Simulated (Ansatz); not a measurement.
## TaN: a vibration from a frozen displacement

The calculation used Ansatz, DFT r2SCAN, scalar-relativistic, plane waves, PAW. Cutoff 500 eV, Γ-centred 24×24×20 k-points, Gaussian smearing of 0.15 eV. Spin–orbit coupling is left out, which matters for the heavy elements here. No spin polarisation. Energies are free energies at this smearing, counted from the undisturbed cell; pressure is positive in compression.

The starting cell (relaxed at this level; this form isn't the usual structure):

```
Ta N
1.0
     2.93615    0.00000    0.00000
    -1.46808    2.54278    0.00000
     0.00000    0.00000    2.88462
Ta N
1 1
Direct
  0.33333 0.66667 0.50000
  0.00000 0.00000 0.00000
```

Every N atom is moved by x along the Cartesian unit vector (0.000, 0.000, -1.000); the cell and all other atoms stay fixed. The cell's volume is 21.54 Å³; the moved atoms weigh 14.007 u together and the others 180.948 u. Some rows repeat others by symmetry and weren't run.

```csv
x (Å),ΔE (meV/cell),total force on the moved atoms along the move (eV/Å),pressure (GPa)
-0.2000,301.27,3.1301,8.5210
-0.1750,228.46,2.6966,6.5285
-0.1500,166.33,2.2759,4.7968
-0.1000,72.78,1.4750,2.1247
-0.0500,18.01,0.7230,0.5172
0.0000,0.00,0.0000,-0.0193
0.0500,18.01,-0.7230,0.5172
0.1000,72.78,-1.4750,2.1247
0.1500,166.33,-2.2759,4.7968
0.1750,228.46,-2.6966,6.5285
0.2000,301.27,-3.1301,8.5210
```

Task: What frequency belongs to this motion?

Result: The force constant is k = −dF/dx = 14.460 eV/Å², from the parabola through x = -0.0500, 0 and 0.0500. In every cell the moved atoms swing against the rest, so the mass is μ = m₁m₂/(m₁ + m₂) = 13.001 u, and ν̃ = 521.5 cm⁻¹ × √(|k|/μ) = 550 cm⁻¹. To first order in x, and within 1 %, the force on every atom lies along the move and, within each of the two groups, in proportion to the atom's mass, so this is itself a mode at the zone centre of this cell.

Task: How far does the harmonic law reach?

Result: At x = -0.200 Å, kx²/2 = 289.20 meV against the computed 301.27 meV (+4.2 %): the well is still close to harmonic there.

Task: The pressure changes with x². What does that say about the frequency under compression?

Result: With E = k(V)x²/2, k ∝ V^(−2γ) and x scaling with the cell as V^(1/3), P − P0 = −∂E/∂V = (2γ − 2/3) ΔE/V. At x = 0.1000 Å, V(P − P0) = 21.54 × 2.14404 / 160.2 eV = 288.20 meV and ΔE = 72.78 meV, so γ = 1/3 + V(P − P0)/(2ΔE) = 2.31. This is the Grüneisen parameter of the motion under uniform scaling of the cell: shrinking the cell evenly by 1 % in volume raises the frequency by about 2.31 %.

In a metal these slopes depend on the k mesh and the smearing.

The nitrogen sits in a stiff, single well along the c axis, and the mode at 550 cm⁻¹ is real. Its frequency is high because the light nitrogen does nearly all the moving against heavy tantalum, and because the Ta 5d–N 2p bonds, covalent with some ionic character, resist the shift. Each nitrogen lies at the centre of a trigonal prism of tantalum, so the move shortens three bonds and lengthens the other three. The mirror plane through the nitrogen layer removes any cubic term, and the slight hardening at large amplitude probably reflects short-range repulsion in the shortened bonds, which grows faster than the stretched ones soften. The same steepening explains why the displacement raises the pressure and why even compression stiffens the mode, with a Grüneisen parameter of 2.31. The restoring force shows that this structure is stable against this one zone-centre displacement, but leaves open whether in-plane motions or modes at other wavevectors are stable too.
